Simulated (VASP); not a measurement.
The system is ZnO (zincite).

```xyz
4
Lattice="3.2493 0.0000 0.0000 -1.6247 2.8140 0.0000 0.0000 0.0000 5.2057" Properties=species:S:1:pos:R:3 pbc="T T T"
Zn    1.6247    0.9380    0.0000
Zn    0.0000    1.8760    2.6029
O     0.0000    1.8760    4.5759
O     1.6247    0.9380    1.9730
```

| Item | Value |
| --- | --- |
| Program | VASP 6.6.1 |
| Task | relaxation of cell and atoms |
| Functional | RPBE |
| Dispersion | D3(BJ) |
| Potentials or basis | VASP PAW PBE potentials, release 64 (Zn, O) |
| Cutoff | 600 eV |
| k mesh | 9 × 9 × 5 |
| Occupations | fermi-dirac, width 0.05 eV |
| Spin | no spin polarisation |

At the start: pressure -4.7 GPa; volume 11.90 Å³/atom.

Task: How do energy, volume and symmetry change on relaxing?

Result: Over 9 steps the energy falls by 6.4 meV/atom and the volume is 11.49 Å³/atom (-3.4 %); space group P6_3mc (No. 186, to 0.05 Å).

Step by step:
| step | energy change (eV) | largest force (eV/Å) | pressure (GPa) | volume (Å³) |
| --- | --- | --- | --- | --- |
| 1 | 0.0000 | 0.0928 | -4.66 | 47.60 |
| 2 | -0.0193 | 0.0302 | 2.56 | 45.25 |
| 3 | -0.0254 | 0.0141 | 0.06 | 45.99 |
| 4 | -0.0254 | 0.0159 | -0.01 | 46.03 |
| 5 | -0.0255 | 0.0093 | -0.08 | 46.03 |
| 6 | -0.0255 | 0.0072 | -0.10 | 46.04 |
| 7 | -0.0255 | 0.0060 | -0.12 | 46.03 |
| 8 | -0.0256 | 0.0031 | -0.06 | 46.01 |
| 9 | -0.0256 | 0.0033 | 0.10 | 45.98 |

Final structure:
```
CELL_PARAMETERS angstrom
3.21397 0.00000 0.00000
-1.60699 2.78338 0.00000
0.00000 0.00000 5.13950
ATOMIC_POSITIONS crystal
Zn 0.66667 0.33333 0.99848
Zn 0.33333 0.66667 0.49848
O 0.33333 0.66667 0.88053
O 0.66667 0.33333 0.38053
```

Caveat: the PAW data sets were made with another functional, which shifts forces and pressure a little.
